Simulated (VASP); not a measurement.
## VASP 6.6.1 run: KTaO3

INCAR

```
LREAL = .FALSE.
SIGMA = 0.02
PREC = Accurate
IBRION = -1
ISMEAR = -1
LASPH = .TRUE.
IVDW = 12
EDIFF = 1E-7
GGA = PE
NSW = 0
NELM = 94
ENCUT = 520
ISIF = 2
LCHARG = .FALSE.
LWAVE = .FALSE.
AMIX = 0.05
NBANDS = 27
```

KPOINTS

```
KPOINTS created by Atomic Simulation Environment
0
Gamma
4 4 4
0 0 0
```

POSCAR

```
K  Ta O
 1.0000000000000000
     3.9901309585647784    0.0000000000000000    0.0000000000000000
    -0.0000000000000000    3.9901309585647784    0.0000000000000000
     0.0000000000000000    0.0000000000000000    3.9901309585647784
 K   Ta  O
   1   1   3
Cartesian
  1.9950654792823890  1.9950654792823890  1.9950654792823890
 -0.0000000000000000 -0.0000000000000000 -0.0000000000000000
  1.9950654792823890  0.0000000000000000  0.0000000000000000
 -0.0000000000000000  1.9950654792823890 -0.0000000000000000
  0.0000000000000000  0.0000000000000000  1.9950654792823890
```

The recommended PBE PAW datasets give the neutral cell 38 valence electrons.

Command

```
mpirun -np 1 vasp_std
```

OSZICAR

```
N       E                     dE             d eps       ncg     rms          rms(c)
DAV:   1     0.317591265256E+03    0.31759E+03   -0.20583E+04   540   0.140E+03
DAV:   2    -0.307103307784E+02   -0.34830E+03   -0.33950E+03   634   0.404E+02
DAV:   3    -0.489761437649E+02   -0.18266E+02   -0.18180E+02   773   0.892E+01
DAV:   4    -0.495953435749E+02   -0.61920E+00   -0.61820E+00   904   0.103E+01
DAV:   5    -0.495982851465E+02   -0.29416E-02   -0.29412E-02   695   0.733E-01    0.339E+01
DAV:   6    -0.472237625935E+02    0.23745E+01   -0.63823E-01   706   0.570E+00    0.310E+01
DAV:   7    -0.413402957922E+02    0.58835E+01   -0.29707E+01   634   0.369E+01    0.120E+01
DAV:   8    -0.415644742197E+02   -0.22418E+00   -0.59505E+00   607   0.161E+01    0.174E+01
DAV:   9    -0.414815467784E+02    0.82927E-01   -0.65093E-01   610   0.648E+00    0.516E+00
DAV:  10    -0.410059064067E+02    0.47564E+00   -0.18348E+00   638   0.860E+00    0.566E-01
...
DAV:  26    -0.410076118925E+02    0.60111E-05   -0.11431E-05   707   0.192E-02    0.274E-01
DAV:  27    -0.410075816450E+02    0.30247E-04   -0.18765E-05   788   0.291E-02    0.182E-01
DAV:  28    -0.410075753902E+02    0.62549E-05   -0.32766E-06   846   0.114E-02    0.159E-01
DAV:  29    -0.410075740158E+02    0.13744E-05   -0.40774E-07   712   0.359E-03    0.150E-01
DAV:  30    -0.410075588982E+02    0.15118E-04   -0.29315E-05   737   0.362E-02    0.336E-02
DAV:  31    -0.410075574055E+02    0.14927E-05   -0.34187E-06   902   0.105E-02    0.827E-03
DAV:  32    -0.410075572352E+02    0.17032E-06   -0.57926E-08   475   0.177E-03    0.406E-03
DAV:  33    -0.410075571000E+02    0.13519E-06   -0.39200E-08   368   0.141E-03    0.196E-03
DAV:  34    -0.410075570900E+02    0.99571E-08   -0.25463E-08   339   0.131E-03
   1 F= -.42186568E+02 E0= -.42186568E+02  d E =-.101006E-12
```

From OUTCAR

```
k-points           NKPTS =     10   k-points in BZ     NKDIM =     10   number of bands    NBANDS=     27

   NELECT =      38.0000    total number of electrons

   dimension x,y,z NGX =    30 NGY =   30 NGZ =   30
   dimension x,y,z NGXF=    60 NGYF=   60 NGZF=   60

  energy-cutoff  :      520.00
  volume of cell :       63.53
      direct lattice vectors                 reciprocal lattice vectors
     3.990130959  0.000000000  0.000000000     0.250618341  0.000000000  0.000000000
     0.000000000  3.990130959  0.000000000     0.000000000  0.250618341  0.000000000
     0.000000000  0.000000000  3.990130959     0.000000000  0.000000000  0.250618341

 k-points in reciprocal lattice and weights: KPOINTS created by Atomic Simulation Env
   0.00000000  0.00000000  0.00000000       0.016
   0.25000000  0.00000000  0.00000000       0.094
   0.50000000  0.00000000  0.00000000       0.047
   0.25000000  0.25000000  0.00000000       0.188
   0.50000000  0.25000000  0.00000000       0.188
   0.50000000  0.50000000  0.00000000       0.047
   0.25000000  0.25000000  0.25000000       0.125
   0.50000000  0.25000000  0.25000000       0.188
   ...

 E-fermi :   2.3523

 k-point     1 :       0.0000    0.0000    0.0000
  band No.  band energies     occupation
      1     -32.3566      2.00000
      2     -32.3566      2.00000
      3     -32.3566      2.00000
      4     -25.5284      2.00000
      5     -15.7490      2.00000
      6     -15.0427      2.00000
      7     -15.0427      2.00000
      8      -9.0776      2.00000
      9      -9.0776      2.00000
     10      -9.0776      2.00000
     11      -0.6268      2.00000
     12      -0.6268      2.00000
     13      -0.6268      2.00000
     14       0.7418      2.00000
     15       0.7418      2.00000
     16       0.7418      2.00000
     17       1.1767      2.00000
     18       1.1767      2.00000
     19       1.1767      2.00000
     20       3.9546      0.00000
     21       3.9546      0.00000
     22       3.9546      0.00000
     23       8.4101      0.00000
     24       8.5276      0.00000
     25       8.5276      0.00000
     26       9.8585      0.00000
     27       9.8585      0.00000

 k-point     2 :       0.2500    0.0000    0.0000
  band No.  band energies     occupation
      1     -32.4018      2.00000
      2     -32.3548      2.00000
      3     -32.3548      2.00000
      4     -25.5145      2.00000
      5     -15.6480      2.00000
      6     -15.0310      2.00000
      7     -14.6822      2.00000
      8      -9.0585      2.00000
      9      -9.0585      2.00000
     10      -9.0060      2.00000
     11      -2.0750      2.00000
     12      -0.6885      2.00000
     13      -0.6885      2.00000
     14       0.0069      2.00000
     15       0.0069      2.00000
     16       0.1302      2.00000
     17       0.5055      2.00000
     18       1.0167      2.00000
     19       1.0167      2.00000
     20       4.0314      0.00000
     21       5.4485      0.00000
     22       5.4485      0.00000
     23       8.5497      0.00000
     24       9.2355      0.00000
     25      10.2743      0.00000
     26      10.5510      0.00000
     27      10.9413      0.00000

 ...

  Total       1.09085     1.09085     1.09085    -0.00000     0.00000    -0.00000
  in kB      27.51159    27.51159    27.51159    -0.00000     0.00000    -0.00000
  external pressure =       27.51 kB  Pullay stress =        0.00 kB

 POSITION                                       TOTAL-FORCE (eV/Angst)
 -----------------------------------------------------------------------------------
      1.99507      1.99507      1.99507         0.000000      0.000000      0.000000
      0.00000      0.00000      0.00000         0.000000      0.000000      0.000000
      1.99507      0.00000      0.00000         0.000000      0.000000      0.000000
      0.00000      1.99507      0.00000         0.000000      0.000000      0.000000
      0.00000      0.00000      1.99507         0.000000      0.000000      0.000000
 -----------------------------------------------------------------------------------
    total drift:                                0.000000     -0.000000      0.000000

  FREE ENERGIE OF THE ION-ELECTRON SYSTEM (eV)
  ---------------------------------------------------
  free  energy   TOTEN  =       -42.1865682512 eV

  energy  without entropy=      -42.1865682512  energy(sigma->0) =      -42.18656825
```

It converged. Results: gap between bands v and c on the k mesh 2.16 eV; least direct gap on the k mesh 2.78 eV; pressure 2.8 GPa. Band v is the last that the valence electrons fill when counted band by band, and c is the next.

For comparison, a separate PBE run of the intended cell, on usual settings and not on those above, gives a gap of 2.17 eV on its mesh and a pressure of 5.8 GPa.

The run above took about 32 s on one core of a shared host (Intel Xeon Platinum 8488C) and held 0.18 GiB at most.
